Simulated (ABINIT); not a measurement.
Runs of ABINIT 10.8.3 (patched build) on Ag. Symmetry: Fm-3m, No. 225, cubic system. The conventional cell has a = 4.085 Å, b = 4.085 Å, c = 4.085 Å, α = 90.00°, β = 90.00°, γ = 90.00°. Ag (site symmetry m-3m) is surrounded by 12 Ag at 2.89 Å. 

| task | level | potentials or basis | cell | k mesh | cutoff (eV) | smearing | stop of the response cycle (tolvrs) | q points | q points (reduced) | cutoff smearing ecutsm (Ha) | acoustic sum rule (asr) | gap on the mesh (eV) | pressure (GPa) |
| --- | --- | --- | --- | --- | --- | --- | --- | --- | --- | --- | --- | --- | --- |
| single point | PBE | PseudoDojo NC SR PBE v0.4.1 standard | as given | 8 × 8 × 8 | 1088 | fermi-dirac 0.05 eV | - | - | - | - | - | none | 4.9 |
| single point | LDA | PseudoDojo NC SR LDA v0.4.1 standard | cell relaxed | 8 × 8 × 8 | 1170 | fermi-dirac 0.05 eV | - | - | - | - | - | none | 0.0 |
| phonons at a zone-boundary q | PBE | PseudoDojo NC SR PBE v0.4.1 standard | as given | 12 × 12 × 12 | 1088 | cold (ABINIT) 0.136 eV | 1e-09 | ["X", "L"] | [[0.5, 0.0, 0.5], [0.5, 0.5, 0.5]] | - | - | none | (a) |
| elastic constants | LDA | PseudoDojo NC SR LDA v0.4.1 standard | cell relaxed at zero pressure by an earlier run | 16 × 16 × 16 | 1170 | fermi-dirac 0.136 eV | 1e-09 | - | - | 0.5 | 1 | none | -0.7 |
| relaxation of cell and atoms | LDA | PseudoDojo NC SR LDA v0.4.1 standard | relaxed | 8 × 8 × 8 | 1170 | fermi-dirac 0.05 eV | - | - | - | 0.5 | - | none | 0.0 |

Alike in all rows: no spin polarisation.

**Question.** Fill in the values left out.

**Answer.** (a) 4.5.

Caveats: the mesh is coarse for a metal's response (some runs).

A k mesh can miss the band edges, and the runs leave out spin-orbit coupling on Ag.

A gap of «none» marks a metal or a gap under the smearing width.
